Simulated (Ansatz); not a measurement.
**In**

```
In
1.0
     1.66964    0.96397    8.20746
    -1.66964    0.96397    8.20746
     0.00000   -1.92793    8.20746
In
3
Direct
  0.00000 0.00000 0.00000
  0.77801 0.77801 0.77801
  0.22199 0.22199 0.22199
```

Atoms are numbered in the order listed.

Conventional cell: a = 3.339 Å, b = 3.339 Å, c = 24.622 Å, α = 90.00°, β = 90.00°, γ = 120.00°. In (atom 1) has 12 In at 3.34 to 3.35 Å as nearest neighbours. In (atom 2) is surrounded by 12 In at 3.34 to 3.35 Å.

Structure from Materials Project entry mp-1184502 (possibly hypothetical), not relaxed further.

Spin–orbit coupling is left out, though it moves levels of the heavy atoms by tenths of an eV or more.

These are results of DFT, PBE, all-electron LAPW, scalar-relativistic (Ansatz 0.2.0), not measurements.

The runs use a Γ-centred 14×14×14 k mesh, Fermi–Dirac smearing of 0.05 eV, basis error target 0.5 meV/atom, no spin polarisation.

* Pressure at this cell: 1.71 GPa
* Band gap: none: with an odd electron count and no spin polarisation the bands can't all be full, a metal in this set-up (spin order or a larger cell could open a gap)
* Stress xx, yy, zz (compression positive): 1.63, 1.63, 1.87 GPa
* Largest force: 0.017 eV/Å on In2
* Density of states at the Fermi level (0.2 eV bin): 1.47 states/eV per cell
* Volume per atom: 26.42 Å³
